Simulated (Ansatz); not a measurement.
**ZnCu: shifting one sublattice**

This session takes ZnCu and sets out to map the energy as every Cu atom is pushed off its site.

Program: Ansatz 0.2.0. Level of theory: DFT PBEsol, scalar-relativistic, plane waves, PAW. These are calculated values, not measurements.

## (1) The system as given

It takes space group Pm-3m (No. 221, cubic). Conventional cell: a = 2.945 Å, b = 2.945 Å, c = 2.945 Å, α = 90.00°, β = 90.00°, γ = 90.00°. Zn (site symmetry m-3m) is surrounded by 8 Cu at 2.55 Å. Cu (site symmetry m-3m) has 8 Zn at 2.55 Å in its first shell of neighbours.

Coordinates:

```
Zn Cu
1.0
     2.94500    0.00000    0.00000
     0.00000    2.94500    0.00000
     0.00000    0.00000    2.94500
Zn Cu
1 1
Direct
  0.50000 0.50000 0.50000
  0.00000 0.00000 0.00000
```

The cell is taken as given, not relaxed at this level.

## (2) Zero of energy

The reference gives a free energy of -9869.8707 eV, pressure -4.69 GPa, largest force 0.000 eV/Å and gap on the mesh none (metal). It was computed beforehand with the settings of the runs below.

## (3) The scan: shifting one sublattice

Every Cu atom is moved by x along the Cartesian unit vector (-0.577, -0.577, -0.577); the cell and all other atoms stay fixed. Forces below are components along that vector, summed over the moved atoms.

## (4) At x = -0.100 Å

File input.yaml:

```yaml
crystal:
  lattice:
    - [2.945, 0.0, 0.0]
    - [0.0, 2.945, 0.0]
    - [0.0, 0.0, 2.945]
  atoms:
    - { symbol: Zn, position: [0.5, 0.5, 0.5] }
    - { symbol: Cu, position: [0.0196044234, 0.0196044234, 0.0196044234] }
basis:
  ecutwfc: 420
kpoints:
  mp_grid: { grid: [16, 16, 16] }
hamiltonian:
  xc: pbesol
scf:
  occupations: { method: gaussian, width: 0.15 }
output:
  forces: true
  stress: true
  eigenvalues: true
  write_density: true
  write_potential: true
  elf: true
  volumetric_format: npy
```

On the command line:

```sh
$ ansatz run input.yaml --threads 1 --pin off --max-ram 2560MiB --backend cpu --events-out ev --progress --plain --runs-dir out
```

## (5) x = 0.075 Å

Edit input.yaml of step 4 so:

```diff
@@ -7,3 +7,3 @@
     - { symbol: Zn, position: [0.5, 0.5, 0.5] }
-    - { symbol: Cu, position: [0.0196044234, 0.0196044234, 0.0196044234] }
+    - { symbol: Cu, position: [-0.0147033176, -0.0147033176, -0.0147033176] }
 basis:
```

## (6) Point x = -0.050 Å

File input.yaml:

```yaml
crystal:
  lattice:
    - [2.945, 0.0, 0.0]
    - [0.0, 2.945, 0.0]
    - [0.0, 0.0, 2.945]
  atoms:
    - { symbol: Zn, position: [0.5, 0.5, 0.5] }
    - { symbol: Cu, position: [0.0098022117, 0.0098022117, 0.0098022117] }
basis:
  ecutwfc: 420
kpoints:
  mp_grid: { grid: [16, 16, 16] }
hamiltonian:
  xc: pbesol
scf:
  occupations: { method: gaussian, width: 0.15 }
output:
  forces: true
  stress: true
  eigenvalues: true
```

## (7) Point x = 0.025 Å

Edit input.yaml of step 6 so:

```diff
@@ -7,3 +7,3 @@
     - { symbol: Zn, position: [0.5, 0.5, 0.5] }
-    - { symbol: Cu, position: [0.0098022117, 0.0098022117, 0.0098022117] }
+    - { symbol: Cu, position: [-0.0049011059, -0.0049011059, -0.0049011059] }
 basis:
```

## (8) x = 0.087 Å

Edit input.yaml of step 7 so:

```diff
@@ -7,3 +7,3 @@
     - { symbol: Zn, position: [0.5, 0.5, 0.5] }
-    - { symbol: Cu, position: [-0.0049011059, -0.0049011059, -0.0049011059] }
+    - { symbol: Cu, position: [-0.0171538705, -0.0171538705, -0.0171538705] }
 basis:
```

## (9) At x = 0.062 Å

Edit input.yaml of step 8 so:

```diff
@@ -7,3 +7,3 @@
     - { symbol: Zn, position: [0.5, 0.5, 0.5] }
-    - { symbol: Cu, position: [-0.0171538705, -0.0171538705, -0.0171538705] }
+    - { symbol: Cu, position: [-0.0122527646, -0.0122527646, -0.0122527646] }
 basis:
```

## (10) x = 0.037 Å

Edit input.yaml of step 9 so:

```diff
@@ -7,3 +7,3 @@
     - { symbol: Zn, position: [0.5, 0.5, 0.5] }
-    - { symbol: Cu, position: [-0.0122527646, -0.0122527646, -0.0122527646] }
+    - { symbol: Cu, position: [-0.0073516588, -0.0073516588, -0.0073516588] }
 basis:
@@ -20 +20,5 @@
   eigenvalues: true
+  write_density: true
+  write_potential: true
+  elf: true
+  volumetric_format: npy
```

## (11) Point x = 0.013 Å

File input.yaml:

```yaml
crystal:
  lattice:
    - [2.945, 0.0, 0.0]
    - [0.0, 2.945, 0.0]
    - [0.0, 0.0, 2.945]
  atoms:
    - { symbol: Zn, position: [0.5, 0.5, 0.5] }
    - { symbol: Cu, position: [-0.0024505529, -0.0024505529, -0.0024505529] }
basis:
  ecutwfc: 420
kpoints:
  mp_grid: { grid: [16, 16, 16] }
hamiltonian:
  xc: pbesol
scf:
  occupations: { method: gaussian, width: 0.15 }
output:
  forces: true
  stress: true
  eigenvalues: true
```

(Steps that only read results are left out.)

Before running it: what results should come out?

**Answer**, as computed:

| quantity | value |
| --- | --- |
| force constant along x, from the points at -0.050, 0 and 0.013 Å | 4.43 eV/Å² |

**Reading.** The restoring force grows by 4.43 eV/Å per Å near the site. No sampled point lies below the undisturbed cell.
